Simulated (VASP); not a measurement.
# BN (Qingsongite) (F-43m) in VASP: further runs, part 2 of 2

VASP 6.6.1. The steps go on from the part before.

## (5) Single point, PBEsol

INCAR reads:

```
SYSTEM = BN
ALGO     = Normal         ! electronic algorithm
EDIFF    = 1E-6           ! SCF threshold, eV
ENCUT    = 520            ! plane-wave cutoff, eV
GGA      = PS             ! functional
ISIF     = 2              ! what is computed and relaxed
ISMEAR   = 0              ! smearing method
LASPH    = .TRUE.         ! aspherical terms in the spheres
LCHARG   = .TRUE.         ! write CHGCAR
LELF     = .TRUE.         ! ELF
LREAL    = .FALSE.        ! projectors in reciprocal space
LVHAR    = .TRUE.       
LWAVE    = .FALSE.        ! write WAVECAR
NBANDS   = 11             ! bands
NELM     = 60             ! most SCF steps
PREC     = Accurate       ! precision mode
SIGMA    = 0.01           ! smearing width, eV
```

KPOINTS reads:

```
k-points
0
G
  10 10 10
  0 0 0
```

POSCAR reads:

```
BN
1.0
    0.0000000000      1.8028455651      1.8028455651
    1.8028455651      0.0000000000      1.8028455651
    1.8028455651      1.8028455651      0.0000000000
B N
1 1
Direct
    0.0000000000      0.0000000000      0.0000000000
    0.2500000000      0.2500000000      0.2500000000
```

Potentials or basis: VASP PAW PBE potentials, release 64 (B, N).

Run with:

```bash
$ cat potpaw_PBE.64/B/POTCAR potpaw_PBE.64/N/POTCAR > POTCAR
$ mpirun -np 1 vasp_std > vasp.out
```

OUTCAR:

```text
SYSTEM = BN
   EDIFF = 1E-6
   ENCUT = 520
   GGA = PS
   ISIF = 2
   ISMEAR = 0
   LASPH = .TRUE.
   LREAL = .FALSE.
   NELM = 60
   PREC = Accurate

 ion  position               nearest neighbor table
   1  0.000  0.000  0.000-   2 1.56   2 1.56   2 1.56   2 1.56
   2  0.250  0.250  0.250-   1 1.56   1 1.56   1 1.56   1 1.56

  LATTYP: Found a face centered cubic cell.
 ALAT       =     3.6056911302

  Lattice vectors:

 A1 = (   0.0000000000,   1.8028455651,   1.8028455651)
 A2 = (   1.8028455651,   0.0000000000,   1.8028455651)
 A3 = (   1.8028455651,   1.8028455651,   0.0000000000)

Analysis of symmetry for initial positions (statically):
=====================================================================
 Subroutine PRICEL returns:
 Original cell was already a primitive cell.

 Routine SETGRP: Setting up the symmetry group for a
 face centered cubic supercell.

 Subroutine GETGRP returns: Found 24 space group operations
 (whereof 24 operations were pure point group operations)
 out of a pool of 48 trial point group operations.

The static configuration has the point symmetry T_d .

Analysis of symmetry for dynamics (positions and initial velocities):
[... 166 lines left out ...]
 k-point     1 :       0.0000    0.0000    0.0000
  band No.  band energies     occupation
      1     -12.8831      2.00000
      2       7.4584      2.00000
      3       7.4584      2.00000
      4       7.4584      2.00000
      5      16.2563      0.00000
      6      16.2563      0.00000
      7      16.2563      0.00000
      8      17.8510      0.00000
      9      32.1135      0.00000
     10      35.2430      0.00000
     11      35.2430      0.00000
[... 309 lines left out ...]
 k-point    24 :       0.4000    0.3000    0.0000
  band No.  band energies     occupation
      1      -9.0509      2.00000
      2       0.6307      2.00000
      3       2.8764      2.00000
      4       3.3226      2.00000
      5      13.4281      0.00000
      6      18.0057      0.00000
      7      22.9900      0.00000
      8      23.0805      0.00000
      9      27.1186      0.00000
     10      34.5914      0.00000
     11      39.2387      0.00000

 [... further k-points ...]
[... 5 lines left out ...]
  --------------------------------------------------------------------------------------
  -------------------------------------------------------------------------------------
  Total        0.0454663      0.0454663      0.0454663     -0.0000000      0.0000000     -0.0000000
  in kB        6.2157643      6.2157643      6.2157643     -0.0000000      0.0000000     -0.0000000
  external PRESSURE =       6.2157643 kB  Pullay stress =       0.0000000 kB

 VOLUME and BASIS-vectors are now :
 -----------------------------------------------------------------------------
  energy-cutoff  :      520.00
  volume of cell :       11.72
      direct lattice vectors                 reciprocal lattice vectors
     0.000000000  1.802845565  1.802845565    -0.277339340  0.277339340  0.277339340
     1.802845565  0.000000000  1.802845565     0.277339340 -0.277339340  0.277339340
     1.802845565  1.802845565  0.000000000     0.277339340  0.277339340 -0.277339340

 POSITION                                       TOTAL-FORCE (eV/Angst)
 -----------------------------------------------------------------------------------
      0.00000      0.00000      0.00000        -0.000000     -0.000000     -0.000000
      0.90142      0.90142      0.90142         0.000000      0.000000      0.000000
 -----------------------------------------------------------------------------------
    total drift:                                0.000000      0.000000      0.000000

  FREE ENERGIE OF THE ION-ELECTRON SYSTEM (eV)
  ---------------------------------------------------
  free  energy   TOTEN  =       -18.3468140771 eV

  energy  without entropy=      -18.3468140771  energy(sigma->0) =      -18.34681408
```

OSZICAR:

```text
N       E                     dE             d eps       ncg     rms          rms(c)
DAV:   1     0.892652191787E+01    0.89265E+01   -0.48926E+03  1066   0.715E+02
DAV:   2    -0.188240221102E+02   -0.27751E+02   -0.27100E+02  1241   0.165E+02
DAV:   3    -0.193035330762E+02   -0.47951E+00   -0.47884E+00  1232   0.183E+01
DAV:   4    -0.193040243691E+02   -0.49129E-03   -0.49129E-03  1112   0.667E-01
DAV:   5    -0.193040247962E+02   -0.42710E-06   -0.42708E-06  1190   0.194E-02    0.660E+00
DAV:   6    -0.184534249707E+02    0.85060E+00   -0.26627E+00  1076   0.937E+00    0.328E+00
DAV:   7    -0.183674634532E+02    0.85962E-01   -0.10229E-01  1157   0.255E+00    0.188E+00
DAV:   8    -0.183467968158E+02    0.20667E-01   -0.32856E-02  1163   0.125E+00    0.182E-01
DAV:   9    -0.183467931168E+02    0.36991E-05   -0.84390E-04  1100   0.245E-01    0.798E-02
DAV:  10    -0.183468122344E+02   -0.19118E-04   -0.61906E-05  1151   0.689E-02    0.132E-02
DAV:  11    -0.183468140485E+02   -0.18141E-05   -0.41182E-06  1144   0.155E-02    0.838E-03
DAV:  12    -0.183468140771E+02   -0.28649E-07   -0.98470E-07   550   0.668E-03
   1 F= -.18346814E+02 E0= -.18346814E+02  d E =-.935093E-71
```

stdout:

```text
POSCAR found type information on POSCAR B N
 POSCAR found :  2 types and       2 ions
 scaLAPACK will be used
 -----------------------------------------------------------------------------
|                                                                             |
|                                                                             |
|     You enforced a specific xc type in the INCAR file but a different       |
|     I HOPE YOU KNOW WHAT YOU ARE DOING!                                     |
|                                                                             |
 -----------------------------------------------------------------------------

 LDA part: xc-table for (Slater+PW92), standard interpolation
 POSCAR, INCAR and KPOINTS ok, starting setup
 FFT: planning ... GRIDC
 FFT: planning ... GRID_SOFT
 FFT: planning ... GRID
 WAVECAR not read
 entering main loop
```

It took 4.8 s on 1 thread of Intel Xeon Platinum 8488C (Sapphire Rapids), shared host; peak memory 0.12 GiB.

Results:

```
Free energy            : -18.3468 eV
Pressure               : 0.6 GPa
Band gap on the k mesh : 4.28 eV, indirect (least direct gap 8.80 eV)
```

Levels at points of the mesh, in eV from the valence-band top:
| k point | band 1 | band 2 | band 3 | band 4 | band 5 | band 6 | band 7 | band 8 | band 9 |
| --- | --- | --- | --- | --- | --- | --- | --- | --- | --- |
| (0.00, 0.00, 0.00) | -20.34 | 0.00 | 0.00 | 0.00 | 8.80 | 8.80 | 8.80 | 10.39 | 24.66 |
| (0.50, 0.00, 0.00) | -16.04 | -10.85 | -1.96 | -1.96 | 10.19 | 10.66 | 10.66 | 15.15 | 23.30 |
| (0.50, 0.50, 0.00) | -14.65 | -9.02 | -4.98 | -4.98 | 4.28 | 9.13 | 18.00 | 18.00 | 20.75 |

Caveat: the PAW data sets were made with another functional, which shifts forces and pressure a little.

## (6) Relaxation of cell and atoms, PBE+D3(BJ)

This run uses another cell than the first one, of 5.91 Å³/atom, 1.007 times its volume.

INCAR reads:

```
SYSTEM = BN
  ALGO = Normal
  EDIFF = 1E-6
  EDIFFG = -0.05
  ENCUT = 600
  GGA = PE
  IBRION = 2
  ISIF = 3
  ISMEAR = 0
  IVDW = 12
  LASPH = .TRUE.
  LCHARG = .FALSE.
  LREAL = .FALSE.
  LWAVE = .FALSE.
  NELM = 80
  NSW = 100
  PREC = Accurate
  SIGMA = 0.01
```

KPOINTS is that of step 5.

POSCAR reads:

```
BN
1.0
    0.0000000000      1.8075000000      1.8075000000
    1.8075000000      0.0000000000      1.8075000000
    1.8075000000      1.8075000000      0.0000000000
B N
1 1
Direct
    0.0000000000      0.0000000000      0.0000000000
    0.2500000000      0.2500000000      0.2500000000
```

Potentials or basis: VASP PAW PBE potentials, release 64 (B, N).

Run with:

```bash
$ cat potpaw_PBE.64/B/POTCAR potpaw_PBE.64/N/POTCAR > POTCAR
$ mpirun -np 1 vasp_std > vasp.out
```

Wall time 6.6 s (1 thread of Intel Xeon Platinum 8488C (Sapphire Rapids), shared host); peak memory 0.13 GiB.

Results (log left out):

| Item | Value |
| --- | --- |
| Free energy | -17.8725 eV |
| Relaxed volume | 5.86 Å³/atom |
| Relaxed cell | a = 2.550 Å, b = 2.550 Å, c = 2.550 Å, α = 60.00°, β = 60.00°, γ = 60.00° |
| Space group after relaxing (to 0.05 Å) | F-43m (No. 216) |
| Energy gained by relaxing | 0.4 meV/atom |
| Ionic steps | 3 |
| Pressure after relaxing | 0.0 GPa |
| Band gap on the k mesh | 4.47 eV, indirect (least direct gap 8.85 eV) |
| Dispersion energy per atom | -0.211 eV |

Step by step:
```
step  energy change (eV)  largest force (eV/Å)  pressure (GPa)  volume (Å³)
   1              0.0000                0.0000           -2.66        11.81
   2              0.0000                0.0000            2.79        11.64
   3             -0.0007                0.0000            0.01        11.73
```

Final structure:
```yaml
crystal:
  lattice:
    - [0.00000, 1.80323, 1.80323]
    - [1.80323, 0.00000, 1.80323]
    - [1.80323, 1.80323, 0.00000]
  atoms:
    - { symbol: B, position: [0.00000, 0.00000, 0.00000] }
    - { symbol: N, position: [0.25000, 0.25000, 0.25000] }
```

Levels at points of the mesh, in eV from the valence-band top:
```tsv
k point	band 1	band 2	band 3	band 4	band 5	band 6	band 7	band 8
(0.00, 0.00, 0.00)	-20.31	0.00	0.00	0.00	8.85	8.85	8.85	10.47
(0.50, 0.00, 0.00)	-16.06	-10.76	-1.95	-1.95	10.24	10.74	10.74	15.33
(0.50, 0.50, 0.00)	-14.68	-8.96	-4.94	-4.94	4.47	9.27	18.03	18.03
```

A k mesh can miss the band edges. As with any semilocal functional, this PBE gap is likely too small.

## (7) Summary

| task | level | cell | cutoff (eV) | gap on the mesh (eV) | pressure (GPa) |
| --- | --- | --- | --- | --- | --- |
| single point | PBE+D3(BJ) | a = 2.550 Å, angles 60.0°, 2 atoms | 520 | 4.47 | 0.3 |
| single point | RPBE | a = 2.577 Å, angles 60.0°, 2 atoms | 520 | 4.47 | 0.2 |
| single point | PBE | a = 2.563 Å, angles 60.0°, 2 atoms | 520 | 4.45 | 0.2 |
| single point | PBEsol | a = 2.550 Å, angles 60.0°, 2 atoms | 520 | 4.28 | 0.6 |
| relaxation of cell and atoms | PBE+D3(BJ) | relaxed from a = 2.556 Å, angles 60.0°, 2 atoms | 600 | 4.47 | 0.0 |

Alike in all rows: potentials or basis VASP PAW PBE potentials, release 64 (B, N); no spin polarisation; k mesh 10 × 10 × 10; smearing gaussian 0.01 eV.

Caveats: the PAW data sets were made with another functional, which shifts forces and pressure a little (some runs).

Total energies depend on the potentials used, so only differences within one code and one set of settings carry meaning.

## (8) How close it comes

Step 2. Measured gap of BN: 6.4 eV (indirect; 300 K; a printed reference work, monograph). This calculation gives 4.47 eV (-1.93 eV). The value is that of PBE+D3(BJ) on a finite k mesh, which can miss the band edges, without temperature or zero-point motion. Semilocal functionals fall short of measured gaps as a rule.

Step 3. Against the measured gap of BN, 6.4 eV (indirect; 300 K; a printed reference work, monograph), the calculated 4.47 eV is off by -1.93 eV. The value is that of RPBE on a finite k mesh, which can miss the band edges, without temperature or zero-point motion. Semilocal functionals fall short of measured gaps as a rule.

Step 4. A measured gap of BN is 6.4 eV (indirect; 300 K; a printed reference work, monograph); the calculated 4.45 eV misses it by -1.95 eV. The value is that of PBE on a finite k mesh, which can miss the band edges, without temperature or zero-point motion. Semilocal functionals fall short of measured gaps as a rule.

Step 5. A measured gap of BN is 6.4 eV (indirect; 300 K; a printed reference work, monograph); the calculated 4.28 eV misses it by -2.12 eV. The value is that of PBEsol on a finite k mesh, which can miss the band edges, without temperature or zero-point motion. Semilocal functionals fall short of measured gaps as a rule.
